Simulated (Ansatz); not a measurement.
**Fe: a line through a two-coordinate scan**

How does the energy of Fe (Im-3m, No. 229; 1 atom in the cell) vary with normal strain along x, at normal strain along z = 7.00 %?

The COD cell was measured well above room temperature, so it is larger than a cold one.

Method: DFT PBE, scalar-relativistic, plane waves, PAW, in Ansatz 0.2.0.

12 further runs of the same task are left out: 12 set aside as unsound or not needed.

## (1) Starting point

Symmetry: Im-3m, No. 229, cubic system. The conventional cell has a = 2.832 Å, b = 2.832 Å, c = 2.832 Å, α = 90.00°, β = 90.00°, γ = 90.00°. Around Fe (site symmetry m-3m) lie 8 Fe at 2.45 Å.

Coordinates:

```
Fe
1.0
    -1.41578    1.41578    1.41578
     1.41578   -1.41578    1.41578
     1.41578    1.41578   -1.41578
Fe
1
Direct
  0.00000 0.00000 0.00000
```

This cell was relaxed beforehand with the same method: volume 11.35 Å³/atom, gap on the mesh none (metal), site moments up to 2.2 μB.

## (2) Plan of the line

The energy is mapped over two homogeneous strains (x along [1 0 0], y along [0 1 0], z along [0 0 1] of the conventional cell).

The axes are (1) normal strain along x: 7 values from −11.0 %; (2) normal strain along z: 7 values from −7.00 %.

Nothing else is relaxed (symmetry fixes all fractional coordinates). Energies count from the relaxed crystal. Points are written as (first, second).

## (3) Grid point (−11.0 %, 7.00 %)

Contents of input.yaml:

```yaml
crystal:
  lattice:
    - [-1.2600398249, 1.4157750842, 1.5148793401]
    - [1.2600398249, -1.4157750842, 1.5148793401]
    - [1.2600398249, 1.4157750842, -1.5148793401]
  atoms:
    - { symbol: Fe, position: [0.0, 0.0, 0.0], spin: 2.44 }
basis:
  ecutwfc: 520.0
kpoints:
  mp_grid: { grid: [10, 10, 10] }
hamiltonian:
  xc: pbe
scf:
  occupations: { method: gaussian, width: 0.15 }
output:
  forces: true
  stress: true
  eigenvalues: true
  populations: true
magnetization:
  spin_polarized: true
```

The run is started by

```bash
$ ansatz run input.yaml --threads 1 --pin off --max-ram 2048MiB --backend cpu --events-out ev --progress --plain --runs-dir out
```

The session goes on with these runs: the other points of the line.

Q: Predict the outcome of this session. Wanted: for each run, normal strain along x; energy; slope; pressure; magnetic moment; absolute magnetic moment.

As calculated:

```
normal strain along x (%)  step  energy (meV/atom)  slope (meV/atom per %)  pressure (GPa)  magnetic moment (μB per cell)  absolute magnetic moment (μB per cell)
                    −11.0     3                120                   −22.7            13.1                           2.10                                    2.18
                     −7.3     4                 55                   −11.7             3.6                           2.19                                    2.29
                     −3.7     5                 33                    −1.0            −4.8                           2.22                                    2.34
                      0.0     6                 45                     7.1           −11.0                           2.26                                    2.40
                      3.7     7                 80                    11.3           −14.2                           2.37                                    2.53
                      7.3     8                123                    12.1           −15.1                           2.56                                    2.71
                     11.0     9                170                    13.8           −16.9                           2.66                                    2.82
```

Energies count from the relaxed crystal. Slopes come from the forces (and the stress, where the cell changes), not from differences of energies.

**Reading.** The lowest point of the line is at −3.7 %, 33 meV/atom from the zero. The highest point computed, at 11.0 %, lies 137 meV/atom above the lowest. This is one cut through a surface in two coordinates; the map's lowest point lies off it. The cutoff or the k-mesh is coarse on purpose, so the map is rough. In some runs cutoff or mesh lie under the advised values, so their numbers carry a basis error.
